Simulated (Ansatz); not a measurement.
An Ansatz (a first-principles code) run: a single point on BaSnO3 with a change (isotropic strain −1.47 %), its geometry relaxed with PBEsol; Ansatz, r2SCAN, PAW, cutoff 500 eV, no spin-orbit coupling.

Input:

Ansatz 0.2 input:
```yaml
crystal:
  lattice:
    - [4.0612676705, 0, 0]
    - [0, 4.0612676705, 0]
    - [0, 0, 4.0612676705]
  atoms:
    - { symbol: Ba, position: [0, 0, 0] }
    - { symbol: Sn, position: [0.5, 0.5, 0.5] }
    - { symbol: O, position: [0, 0.5, 0.5] }
    - { symbol: O, position: [0.5, 0.5, 0] }
    - { symbol: O, position: [0.5, 0, 0.5] }
basis: { ecutwfc: 500, ecutrho_ratio: 4, xc_grid: 4, fft_grid_basis: typed }
kpoints: { mp_grid: { grid: [8, 8, 8] } }
hamiltonian:
  xc: r2scan
  dispersion: none
  pseudopotentials: { kind: paw }
scf: { occupations: { method: fermi_dirac, width: 0.05 }, convergence: { dr2_threshold: 0.0000000005 } }
output: { forces: true, stress: true }
checkpoint: { write: state.ck, write_every: 1000 }
```

Output:

```
WARN ansatz: RAYON_NUM_THREADS=2 ignored (pool sized by the plan → 2); use --threads N
Pseudopotentials: kind: paw
Pseudopotential: Ba, paw, valence charge 10
Pseudopotential: Sn, paw, valence charge 14
Pseudopotential: O, paw, valence charge 6
Functional definition: r2SCAN
Crystal: 5 atoms, lattice volume = 66.986 Å³
Basis set: ecut = 500 eV, 1743 PW (Γ), exchange–correlation on 120×120×120 points (64 copies of the dense FFT grid, shifted against one another)
Bands: 26, of which v1, the nominal top of the filled ones, is band 21 counted from 1 (20 counted from 0)
Symmetry: 48 space group operations
Space group: Pm-3m (ITA 221), of the structure as read, at distance tolerance 4.1e-5 Å
k-points: 35 of 512
PAW frozen core: Ba, regenerated for the run's functional
PAW frozen core: Sn, regenerated for the run's functional
PAW frozen core: O, regenerated for the run's functional
Initial density: superposition of atomic densities (neutral atoms: chi_scale 0, normalization atom), corrected by the library's trained network
Initial wavefunctions: pseudopotential atomic-orbital guess
Eigensolver: davidson
Functional: x = r2scan, c = r2scan; τ floored in thin density (d = 2e-4 eV/Å³)
SCF iter   1: F=—  HF=-13713.118769 eV  |F-HF|=—  |Δ(HF+E_count)|=         —  Δρ=1.01e-2  dr2=6.66e-2  dr2_τ=2.19e-1  ethr=1.77e-3  ⟨swp⟩=8.6  Hψ=5298  notcnv=0
all-band conjugate gradients solve this SCF's bands
preconditioner: auto → Resta (q_TF=auto, 2.524 Å⁻¹)
SCF iter   2: F=—  HF=-13713.268979 eV  |F-HF|=—  |Δ(HF+E_count)|=   1.50e-1  Δρ=5.60e-3  dr2=1.20e-2  dr2_τ=1.42e-3  ethr=1.59e-4  ⟨swp⟩=2.9  Hψ=1931  notcnv=0  defer=34
SCF iter   3: F=—  HF=-13713.267521 eV  |F-HF|=—  |Δ(HF+E_count)|=   1.46e-3  Δρ=1.44e-3  dr2=8.53e-4  dr2_τ=1.18e-4  ethr=2.85e-5  ⟨swp⟩=2.1  Hψ=1393  notcnv=0  defer=34
SCF iter   4: F=—  HF=-13713.267487 eV  |F-HF|=—  |Δ(HF+E_count)|=   3.43e-5  Δρ=2.57e-4  dr2=2.16e-5  dr2_τ=4.53e-6  ethr=2.03e-6  ⟨swp⟩=2.1  Hψ=1312  notcnv=0  defer=34
SCF iter   5: F=—  HF=-13713.267497 eV  |F-HF|=—  |Δ(HF+E_count)|=   9.71e-6  Δρ=5.40e-5  dr2=2.03e-6  dr2_τ=1.26e-7  ethr=5.14e-8  ⟨swp⟩=2.8  Hψ=1563  notcnv=0  defer=34
SCF iter   6: F=—  HF=-13713.267499 eV  |F-HF|=—  |Δ(HF+E_count)|=   2.40e-6  Δρ=6.83e-6  dr2=2.82e-8  dr2_τ=5.10e-9  ethr=4.83e-9  ⟨swp⟩=2.0  Hψ=1512  notcnv=0  defer=33
SCF iter   7: F=—  HF=-13713.267499 eV  |F-HF|=—  |Δ(HF+E_count)|=   2.94e-9  Δρ=2.30e-6  dr2=4.35e-9  dr2_τ=3.61e-10  ethr=6.71e-11  ⟨swp⟩=2.0  Hψ=1475  notcnv=0  defer=33
SCF iter   8: F=-13713.267499 eV  HF=-13713.267499 eV  |F-HF|=7.28e-11  |Δ(HF+E_count)|=  6.20e-10  Δρ=4.89e-7  dr2=1.58e-10  dr2_τ=8.69e-12  ethr=1.19e-12  ⟨swp⟩=3.9  Hψ=4062  notcnv=0
SCF 1 converged in 8 iterations: F = -13713.267499 eV  dr2 = 1.58e-10
SCF converged after 8 iterations
Free energy (F): -13713.267499 eV
Harris-Foulkes:  -13713.267499 eV  (|F-HF|=7.28e-11)
Internal energy: -13713.267499 eV  (E = F + TS)
E sigma→0 (E₀):  -13713.267499 eV
Fermi energy:    11.685339 eV
--- Per-component energies (eV) ---
  E_band       = -19.386130
  E_kinetic    = 896.705459
  E_local      = -2005.107505  (includes V_loc(G=0)·N_el)
  E_nonlocal   = 169.563779
  E_hartree    = 994.546558
  E_xc         = -753.236150
  E_vxc        = -570.916781  (∫ρ·V_xc dr)
  E_paw        = -9905.730254  (= ΣΔE_a)
  E_vpaw       = -532.323513  (= ΣTr[D̂ρ^β])
  E_aug_tail   = 0.002834  (compensation charges beyond the density's cutoff)
  E_vtau       = 33.596667  (kinetic-family band-sum trace: ∫τ·v_τ [+ j·A + Jᵃ·Aᵃ] dr)
  E_ewald      = -3110.722133
  E_core_change = 0.709913  (= ΣΔE_core)
  E_smearing   = -0.000000  (= −TS)
  E_closure    = -0.000000  (closes the sum)
  Σ components = -13713.267499   (vs F -13713.267499, Δ=0.00e0)
  [band-id]    e_kinetic+e_local+e_nonlocal+2·e_hartree+e_vxc+e_vpaw+e_augmentation_tail+e_vtau = -19.385944   (vs E_band -19.386130, Δ=1.86e-4)
--- Forces (eV/Å), atoms counted from 1 ---
  atom   1  Ba    -0.00000000     0.00000000     0.00000000
  atom   2  Sn     0.00000000     0.00000000     0.00000000
  atom   3  O      0.00000000     0.00000000     0.00000000
  atom   4  O      0.00000000    -0.00000000    -0.00000000
  atom   5  O      0.00000000    -0.00000000    -0.00000000
  max |Σ_I F_I| component: 1.05e-28 eV/Å
--- Stress (GPa, compression-positive) ---
        9.171235       0.000000       0.000000
        0.000000       9.171235       0.000000
        0.000000       0.000000       9.171235
  P = ⅓ Tr σ = 9.1712 GPa (91.712 kbar)
  The stress holds the Pulay correction. Without it, at fixed plane waves, as pw.x and ABINIT print it: P = 9.1116 GPa
  The stress includes an estimate of the error left by incomplete SCF convergence (largest component -0.0002 GPa).
--- Band table ---
  band table: none
```

Single points use the geometry relaxed with PBEsol. Whether these cells are dynamically stable was not tested. The cell was made from BaSnO$_{3}$ in the cubic perovskite structure (space group Pm-3m, No. 221) by this change: isotropic strain −1.47 %.
